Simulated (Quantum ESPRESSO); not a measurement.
# 2H-MoS2, 1 layer, rectangular cell: a series in strain along the first axis, part 4 of 7

Aim: how the results for 2H-MoS2, 1 layer, rectangular cell change with strain along the first axis.

Quantum ESPRESSO 7.5; plane-wave DFT, PBE, GBRV ultrasoft pseudopotentials.

So far. Step 2 (Variable-cell relaxation of the reference):  The last row is no step: it is a fresh SCF in the final cell with a new plane-wave basis, -0 meV from the row before. Step 3 (Relaxing the ions, -4 %): The relaxation lowers the energy by 4 meV an atom.

## 6. Bands along a path, -4 %

Bands along a path place the edges.

m0.bands.in reads:

```
&control
  prefix = 'm0.bands'
  outdir = './out'
  pseudo_dir = './pseudo'
  calculation = 'bands'
/
&system
  ibrav = 0
  nat = 6
  ntyp = 2
  ecutwfc = 40
  ecutrho = 200
  occupations = 'smearing'
  smearing = 'fd'
  degauss = 0.002
  nbnd = 32
/
&electrons
  conv_thr = 1e-07
  mixing_beta = 0.4
  electron_maxstep = 120
  mixing_mode = 'plain'
/
ATOMIC_SPECIES
  S   32.0600  s_pbe_v1.4.uspp.F.UPF
  Mo  95.9500  mo_pbe_v1.uspp.F.UPF
CELL_PARAMETERS angstrom
  3.05575300128000 0.00000000000000 0.00000000000000
  0.00000000000000 5.51328753800000 0.00000000000000
  0.00000000000000 0.00000000000000 18.26259773800000
ATOMIC_POSITIONS crystal
  S   0.999999999900 0.332567452300 0.413278831100
  S   0.500000000000 0.832567226200 0.413278791900
  Mo  0.000000000000 0.001532016600 0.500000000000
  Mo  0.500000000000 0.501531959900 0.500000000000
  S   0.999999999900 0.332567452300 0.586721168900
  S   0.500000000000 0.832567226200 0.586721208100
K_POINTS crystal_b
5
  0.0000000000 0.0000000000 0.0000000000 12
  0.5000000000 0.0000000000 0.0000000000 12
  0.5000000000 0.5000000000 0.0000000000 12
  0.0000000000 0.5000000000 0.0000000000 12
  0.0000000000 0.0000000000 0.0000000000 1
```

Command:

```
$ cp -r out/m0.scf.save out/m0.bands.save
$ cp out/m0.scf.xml out/m0.bands.xml
$ OMP_NUM_THREADS=1 mpirun -n 4 pw.x -nk 4 -in m0.bands.in > m0.bands.out
```

The program printed:

```text
[banner, memory and clock lines left out]
Program PWSCF v.7.5 starts

          URL

     Atomic positions and unit cell read from directory:
     ./out/m0.bands.save/

     Found identity + ( -0.5000  0.5000 -0.0000) symmetry
     This is a supercell, fractional translations are disabled
     Message from routine setup:
     using ibrav=0 with symmetry is DISCOURAGED, use correct ibrav instead

     G-vector sticks info

     bravais-lattice index     =            0
     lattice parameter (alat)  =       5.7745  a.u.
     unit-cell volume          =    2076.2902 (a.u.)^3
     number of atoms/cell      =            6
     number of atomic types    =            2
     number of electrons       =        52.00
     number of Kohn-Sham states=           32
     kinetic-energy cutoff     =      40.0000  Ry
     charge density cutoff     =     200.0000  Ry
     Exchange-correlation= SLA  PW   PBE  PBE
                           (   1   4   3   4   0   0   0)

     celldm(1)=   5.774536  celldm(2)=   0.000000  celldm(3)=   0.000000
     celldm(4)=   0.000000  celldm(5)=   0.000000  celldm(6)=   0.000000

     crystal axes: (cart. coord. in units of alat)
               a(1) = (   1.000000   0.000000   0.000000 )
               a(2) = (   0.000000   1.804232   0.000000 )
               a(3) = (   0.000000   0.000000   5.976464 )

     reciprocal axes: (cart. coord. in units 2 pi/alat)
               b(1) = (  1.000000  0.000000  0.000000 )
               b(2) = (  0.000000  0.554252  0.000000 )
               b(3) = (  0.000000  0.000000  0.167323 )

     PseudoPot. # 1 for S  read from file:
     ./pseudo/s_pbe_v1.4.uspp.F.UPF
     Pseudo is Ultrasoft + core correction, Zval =  6.0
     Generated by new atomic code, or converted to UPF format
     Using radial grid of  907 points,  6 beta functions with:
                l(1) =   0
                l(2) =   0
                l(3) =   1
                l(4) =   1
                l(5) =   2
                l(6) =   2
     Q(r) pseudized with  8 coefficients,  rinner =    1.300   1.300   1.300
                                                       1.300   1.300

     PseudoPot. # 2 for Mo read from file:
     ./pseudo/mo_pbe_v1.uspp.F.UPF
     Pseudo is Ultrasoft + core correction, Zval = 14.0
     Generated by new atomic code, or converted to UPF format
     Using radial grid of  889 points,  6 beta functions with:
                l(1) =   0
                l(2) =   0
                l(3) =   1
                l(4) =   1
                l(5) =   2
                l(6) =   2
     Q(r) pseudized with  6 coefficients,  rinner =    1.000   1.000   1.000
                                                       1.000   1.000

     atomic species   valence    mass     pseudopotential
     S                 6.00    32.06000     S ( 1.00)
     Mo               14.00    95.95000     Mo( 1.00)

      4 Sym. Ops. (no inversion) found

   Cartesian axes

     site n.     atom                  positions (alat units)
         1        S      tau(   1) = (   1.0000000   0.6000289   2.4699460  )
         2        S      tau(   2) = (   0.5000000   1.5021445   2.4699458  )
         3        Mo     tau(   3) = (   0.0000000   0.0027641   2.9882320  )
         4        Mo     tau(   4) = (   0.5000000   0.9048800   2.9882320  )
         5        S      tau(   5) = (   1.0000000   0.6000289   3.5065179  )
         6        S      tau(   6) = (   0.5000000   1.5021445   3.5065182  )

     number of k points=    49  Fermi-Dirac smearing, width (Ry)=  0.0020
                       cart. coord. in units 2pi/alat
        k(    1) = (   0.0000000   0.0000000   0.0000000), wk =   0.0408163
        k(    2) = (   0.0416667   0.0000000   0.0000000), wk =   0.0408163
        k(    3) = (   0.0833333   0.0000000   0.0000000), wk =   0.0408163
        k(    4) = (   0.1250000   0.0000000   0.0000000), wk =   0.0408163
        k(    5) = (   0.1666667   0.0000000   0.0000000), wk =   0.0408163
        k(    6) = (   0.2083333   0.0000000   0.0000000), wk =   0.0408163
        k(    7) = (   0.2500000   0.0000000   0.0000000), wk =   0.0408163
        k(    8) = (   0.2916667   0.0000000   0.0000000), wk =   0.0408163
        k(    9) = (   0.3333333   0.0000000   0.0000000), wk =   0.0408163
        k(   10) = (   0.3750000   0.0000000   0.0000000), wk =   0.0408163
        k(   11) = (   0.4166667   0.0000000   0.0000000), wk =   0.0408163
        k(   12) = (   0.4583333   0.0000000   0.0000000), wk =   0.0408163
        k(   13) = (   0.5000000   0.0000000   0.0000000), wk =   0.0408163
        k(   14) = (   0.5000000   0.0230939   0.0000000), wk =   0.0408163
        k(   15) = (   0.5000000   0.0461877   0.0000000), wk =   0.0408163
        k(   16) = (   0.5000000   0.0692816   0.0000000), wk =   0.0408163
        k(   17) = (   0.5000000   0.0923754   0.0000000), wk =   0.0408163
        k(   18) = (   0.5000000   0.1154693   0.0000000), wk =   0.0408163
        k(   19) = (   0.5000000   0.1385631   0.0000000), wk =   0.0408163
        k(   20) = (   0.5000000   0.1616570   0.0000000), wk =   0.0408163
        k(   21) = (   0.5000000   0.1847508   0.0000000), wk =   0.0408163
        k(   22) = (   0.5000000   0.2078447   0.0000000), wk =   0.0408163
        k(   23) = (   0.5000000   0.2309385   0.0000000), wk =   0.0408163
        k(   24) = (   0.5000000   0.2540324   0.0000000), wk =   0.0408163
        k(   25) = (   0.5000000   0.2771262   0.0000000), wk =   0.0408163
        k(   26) = (   0.4583333   0.2771262   0.0000000), wk =   0.0408163
        k(   27) = (   0.4166667   0.2771262   0.0000000), wk =   0.0408163
        k(   28) = (   0.3750000   0.2771262   0.0000000), wk =   0.0408163
        k(   29) = (   0.3333333   0.2771262   0.0000000), wk =   0.0408163
        k(   30) = (   0.2916667   0.2771262   0.0000000), wk =   0.0408163
        k(   31) = (   0.2500000   0.2771262   0.0000000), wk =   0.0408163
        k(   32) = (   0.2083333   0.2771262   0.0000000), wk =   0.0408163
        k(   33) = (   0.1666667   0.2771262   0.0000000), wk =   0.0408163
        k(   34) = (   0.1250000   0.2771262   0.0000000), wk =   0.0408163
        k(   35) = (   0.0833333   0.2771262   0.0000000), wk =   0.0408163
        k(   36) = (   0.0416667   0.2771262   0.0000000), wk =   0.0408163
        k(   37) = (   0.0000000   0.2771262   0.0000000), wk =   0.0408163
        k(   38) = (   0.0000000   0.2540324   0.0000000), wk =   0.0408163
        k(   39) = (   0.0000000   0.2309385   0.0000000), wk =   0.0408163
        k(   40) = (   0.0000000   0.2078447   0.0000000), wk =   0.0408163
        k(   41) = (   0.0000000   0.1847508   0.0000000), wk =   0.0408163
[...]
-0.7954  -0.7954   2.1736   2.1736   2.5841   2.5841   3.6263   3.6264

          k = 0.3750 0.2771 0.0000 (  8852 PWs)   bands (ev):

   -61.0223 -61.0222 -35.3619 -35.3618 -35.1561 -35.1561 -35.0893 -35.0892
   -12.5961 -12.5961 -12.3802 -12.3802  -5.8768  -5.8768  -5.0390  -5.0390
    -4.2229  -4.2229  -3.4370  -3.4370  -2.1257  -2.1256  -1.6977  -1.6977
    -0.8142  -0.8141   2.1304   2.1305   2.4270   2.4271   3.5297   3.5298

          k = 0.3333 0.2771 0.0000 (  8850 PWs)   bands (ev):

   -61.0255 -61.0255 -35.3307 -35.3306 -35.1619 -35.1619 -35.0871 -35.0871
   -12.7445 -12.7444 -12.4462 -12.4462  -5.6965  -5.6965  -4.8660  -4.8659
    -4.1249  -4.1249  -3.4414  -3.4414  -2.0009  -2.0008  -1.9448  -1.9448
    -0.8590  -0.8590   2.0209   2.0209   2.3340   2.3341   3.3329   3.3330

          k = 0.2917 0.2771 0.0000 (  8866 PWs)   bands (ev):

   -61.0293 -61.0292 -35.2970 -35.2969 -35.1686 -35.1686 -35.0817 -35.0816
   -12.9077 -12.9077 -12.5211 -12.5211  -5.5184  -5.5184  -4.6482  -4.6482
    -4.0369  -4.0368  -3.4771  -3.4771  -2.1514  -2.1513  -1.8239  -1.8238
    -0.9095  -0.9094   1.8662   1.8662   2.3097   2.3098   3.1029   3.1030

          k = 0.2500 0.2771 0.0000 (  8852 PWs)   bands (ev):

   -61.0333 -61.0333 -35.2655 -35.2654 -35.1758 -35.1758 -35.0708 -35.0707
   -13.0732 -13.0732 -12.5992 -12.5992  -5.3692  -5.3691  -4.3962  -4.3962
    -3.9921  -3.9921  -3.5276  -3.5276  -2.2658  -2.2658  -1.6239  -1.6239
    -0.9503  -0.9502   1.7317   1.7318   2.3061   2.3061   2.8848   2.8848

          k = 0.2083 0.2771 0.0000 (  8842 PWs)   bands (ev):

   -61.0373 -61.0373 -35.2407 -35.2407 -35.1829 -35.1829 -35.0529 -35.0528
   -13.2303 -13.2302 -12.6751 -12.6751  -5.2695  -5.2695  -4.1406  -4.1406
    -4.0078  -4.0078  -3.5530  -3.5529  -2.2589  -2.2588  -1.4447  -1.4446
    -0.9779  -0.9779   1.6506   1.6506   2.3052   2.3053   2.7124   2.7125

          k = 0.1667 0.2771 0.0000 (  8848 PWs)   bands (ev):

   -61.0411 -61.0411 -35.2243 -35.2243 -35.1896 -35.1896 -35.0291 -35.0290
   -13.3702 -13.3702 -12.7440 -12.7440  -5.2287  -5.2287  -4.0609  -4.0609
    -3.9734  -3.9734  -3.4568  -3.4567  -2.1505  -2.1504  -1.3333  -1.3333
    -1.0007  -1.0006   1.6342   1.6342   2.3070   2.3071   2.6148   2.6149

          k = 0.1250 0.2771 0.0000 (  8860 PWs)   bands (ev):

   -61.0443 -61.0443 -35.2151 -35.2151 -35.1953 -35.1953 -35.0036 -35.0035
   -13.4861 -13.4860 -12.8018 -12.8018  -5.2388  -5.2388  -4.1145  -4.1144
    -3.9480  -3.9479  -3.1883  -3.1882  -1.9889  -1.9888  -1.3262  -1.3261
    -1.0320  -1.0320   1.6729   1.6729   2.3198   2.3199   2.6067   2.6067

          k = 0.0833 0.2771 0.0000 (  8856 PWs)   bands (ev):

   -61.0468 -61.0468 -35.2105 -35.2105 -35.1997 -35.1997 -34.9815 -34.9814
   -13.5725 -13.5725 -12.8454 -12.8453  -5.2758  -5.2758  -4.1508  -4.1508
    -3.9715  -3.9715  -2.8527  -2.8526  -1.8184  -1.8183  -1.4303  -1.4303
    -1.0802  -1.0802   1.7344   1.7344   2.3521   2.3522   2.6717   2.6718

          k = 0.0417 0.2771 0.0000 (  8856 PWs)   bands (ev):

   -61.0484 -61.0483 -35.2084 -35.2084 -35.2024 -35.2024 -34.9666 -34.9665
   -13.6259 -13.6258 -12.8724 -12.8724  -5.3113  -5.3113  -4.1699  -4.1698
    -3.9945  -3.9945  -2.5342  -2.5341  -1.6779  -1.6778  -1.6087  -1.6087
    -1.1377  -1.1377   1.7818   1.7818   2.3948   2.3950   2.7585   2.7586

          k = 0.0000 0.2771 0.0000 (  8868 PWs)   bands (ev):

   -61.0489 -61.0489 -35.2079 -35.2079 -35.2033 -35.2033 -34.9614 -34.9613
   -13.6439 -13.6439 -12.8816 -12.8815  -5.3254  -5.3254  -4.1756  -4.1756
    -4.0032  -4.0032  -2.3703  -2.3702  -1.7266  -1.7266  -1.6183  -1.6182
    -1.1683  -1.1683   1.7982   1.7983   2.4158   2.4160   2.7992   2.7992

          k = 0.0000 0.2540 0.0000 (  8863 PWs)   bands (ev):

   -61.0517 -61.0461 -35.2351 -35.2088 -35.1978 -35.1805 -34.9670 -34.9557
   -13.7660 -13.5178 -12.9297 -12.8323  -5.3515  -5.3392  -4.2376  -4.1633
    -4.0825  -3.8392  -2.4678  -2.2684  -1.8181  -1.7332  -1.6381  -1.5027
    -1.2636  -1.0601   1.7815   1.8376   2.3604   2.4787   2.6865   2.9215

          k = 0.0000 0.2309 0.0000 (  8847 PWs)   bands (ev):

   -61.0544 -61.0434 -35.2618 -35.2142 -35.1924 -35.1535 -34.9725 -34.9502
   -13.8824 -13.3894 -12.9759 -12.7828  -5.4086  -5.3940  -4.3179  -4.2707
    -3.9641  -3.6725  -2.5598  -2.1636  -1.9088  -1.8454  -1.5573  -1.3888
    -1.3378  -0.9483   1.7907   1.8956   2.3135   2.5474   2.5883   3.0483

          k = 0.0000 0.2078 0.0000 (  8839 PWs)   bands (ev):

   -61.0570 -61.0407 -35.2874 -35.2194 -35.1872 -35.1273 -34.9778 -34.9448
   -13.9918 -13.2609 -13.0197 -12.7338  -5.4850  -5.4815  -4.4655  -4.2852
    -3.8296  -3.5042  -2.6455  -2.0574  -1.9954  -1.9528  -1.4893  -1.3844
    -1.2790  -0.8412   1.8285   1.9688   2.2760   2.5095   2.6200   3.1746

          k = 0.0000 0.1848 0.0000 (  8851 PWs)   bands (ev):

   -61.0595 -61.0382 -35.3117 -35.2244 -35.1822 -35.1024 -34.9829 -34.9397
   -14.0929 -13.1346 -13.0603 -12.6863  -5.5897  -5.5707  -4.6042  -4.2934
    -3.6873  -3.3353  -2.7239  -2.0759  -2.0535  -1.9516  -1.4393  -1.4003
    -1.1755  -0.7457   1.8953   2.0537   2.2482   2.4536   2.6946   3.2959

          k = 0.0000 0.1617 0.0000 (  8877 PWs)   bands (ev):

   -61.0618 -61.0359 -35.3340 -35.2289 -35.1776 -35.0792 -34.9875 -34.9350
   -14.1845 -13.0973 -13.0129 -12.6412  -5.7072  -5.6582  -4.7324  -4.3040
    -3.5443  -3.1670  -2.7945  -2.1487  -2.1460  -1.8484  -1.4118  -1.3864
    -1.0804  -0.6659   1.9891   2.1469   2.2299   2.4227   2.7687   3.2667

          k = 0.0000 0.1386 0.0000 (  8885 PWs)   bands (ev):

   -61.0639 -61.0338 -35.3542 -35.2331 -35.1735 -35.0582 -34.9917 -34.9307
   -14.2658 -13.1302 -12.8986 -12.5995  -5.8251  -5.7419  -4.8481  -4.3204
    -3.4065  -3.0002  -2.8567  -2.2288  -2.2126  -1.7503  -1.4095  -1.3473
    -0.9956  -0.6033   2.1045   2.2202   2.2451   2.4164   2.8400   3.1643

          k = 0.0000 0.1155 0.0000 (  8873 PWs)   bands (ev):

   -61.0658 -61.0319 -35.3718 -35.2367 -35.1698 -35.0397 -34.9954 -34.9270
   -14.3359 -13.1587 -12.7947 -12.5622  -5.9365  -5.8179  -4.9496  -4.3421
    -3.2793  -2.9100  -2.8366  -2.3008  -2.2671  -1.6599  -1.4331  -1.2910
    -0.9224  -0.5569   2.2177   2.2333   2.3445   2.4312   2.9061   3.0687

          k = 0.0000 0.0924 0.0000 (  8881 PWs)   bands (ev):

   -61.0673 -61.0304 -35.3867 -35.2397 -35.1667 -35.0241 -34.9986 -34.9238
   -14.3943 -13.1825 -12.7042 -12.5303  -6.0358  -5.8832  -5.0351  -4.3661
    -3.1673  -2.9541  -2.6782  -2.3611  -2.3119  -1.5802  -1.4804  -1.2267
    -0.8619  -0.5243   2.2203   2.3650   2.4406   2.4611   2.9644   2.9835

          k = 0.0000 0.0693 0.0000 (  8877 PWs)   bands (ev):

   -61.0685 -61.0292 -35.3985 -35.2421 -35.1643 -35.0116 -35.0010 -34.9213
   -14.4402 -13.2012 -12.6301 -12.5044  -6.1184  -5.9359  -5.1033  -4.3892
    -3.0749  -2.9886  -2.5289  -2.4087  -2.3467  -1.5464  -1.5142  -1.1644
    -0.8146  -0.5027   2.2257   2.4874   2.4978   2.5275   2.9125   3.0127

          k = 0.0000 0.0462 0.0000 (  8863 PWs)   bands (ev):

   -61.0694 -61.0283 -35.4070 -35.2439 -35.1625 -35.0028 -35.0025 -34.9195
   -14.4733 -13.2147 -12.5749 -12.4854  -6.1803  -5.9745  -5.1530  -4.4081
    -3.0135  -3.0059  -2.4431  -2.3960  -2.3716  -1.6219  -1.4646  -1.1127
    -0.7807  -0.4894   2.2316   2.5325   2.5878   2.5981   2.8589   3.0488

          k = 0.0000 0.0231 0.0000 (  8867 PWs)   bands (ev):

   -61.0700 -61.0277 -35.4122 -35.2449 -35.1614 -35.0039 -34.9970 -34.9184
   -14.4933 -13.2229 -12.5409 -12.4738  -6.2187  -5.9980  -5.1831  -4.4204
    -3.0284  -2.9632  -2.4640  -2.3865  -2.2949  -1.6895  -1.4339  -1.0787
    -0.7604  -0.4823   2.2360   2.5571   2.6447   2.6541   2.8255   3.0711

          k = 0.0000 0.0000 0.0000 (  8847 PWs)   bands (ev):

   -61.0701 -61.0275 -35.4139 -35.2453 -35.1610 -35.0043 -34.9952 -34.9180
   -14.4999 -13.2256 -12.5293 -12.4699  -6.2317  -6.0059  -5.1933  -4.4247
    -3.0334  -2.9487  -2.4709  -2.3914  -2.2544  -1.7190  -1.4234  -1.0669
    -0.7536  -0.4801   2.2377   2.5660   2.6611   2.6773   2.8142   3.0787

     XML data file, pseudopotentials, collected wavefunctions

                                        0.00s GPU  (     533 calls)
```

Elapsed: 71 s, on 4 MPI ranks of Arm Neoverse V1, shared host; peak memory 0.46 GiB.

This step gave:

```
valence top, on the run's zero       : -0.2150 eV
conduction bottom, on the run's zero : 1.599 eV
gap by band count                    : 1.814 eV
```

Band numbers count within the set of bands kept for display. Electronic bands along the path, in eV, zero at the highest filled level of the SCF mesh; v1 is the highest filled band, c1 the lowest empty one:

```
  point     v4     v3     v2     v1    c1    c2    c3    c4
      Γ  -1.19  -0.83  -0.52  -0.25  2.47  2.80  2.89  2.91
halfway  -1.96  -0.94  -0.62  -0.11  2.03  2.05  2.46  2.54
      X  -1.69  -1.69  -0.60  -0.60  2.25  2.25  3.01  3.01
halfway  -1.86  -1.86  -0.50  -0.50  2.35  2.35  3.17  3.17
      S  -0.95  -0.95  -0.60  -0.60  2.43  2.43  3.01  3.01
halfway  -1.39  -1.39  -0.72  -0.72  1.96  1.96  2.54  2.54
      Y  -1.39  -1.39  -0.94  -0.94  2.03  2.03  2.65  2.65
halfway  -1.18  -1.11  -0.76  -0.37  2.34  2.45  2.48  2.65
      Γ  -1.19  -0.83  -0.52  -0.25  2.47  2.80  2.89  2.91
```

Along this path the valence top lies between Γ and X and the conduction bottom between Γ and X.

[end of part 4 of 7]

[Logs are printed without paths, hosts, clocks, repeated set-up lines and the standing remarks that a program may print on its own settings, such as how far it seeks lower states.]

[Hosts, paths, dates, database ids (printed as entryN), source tags and the programs' standing remarks are cut or masked in the printed files.]

[Maps of the electrostatic potential energy from Ansatz leave out the sawtooth potential of an applied field or a dipole correction, so their vacuum need not be flat; planar profiles and work functions include it.]
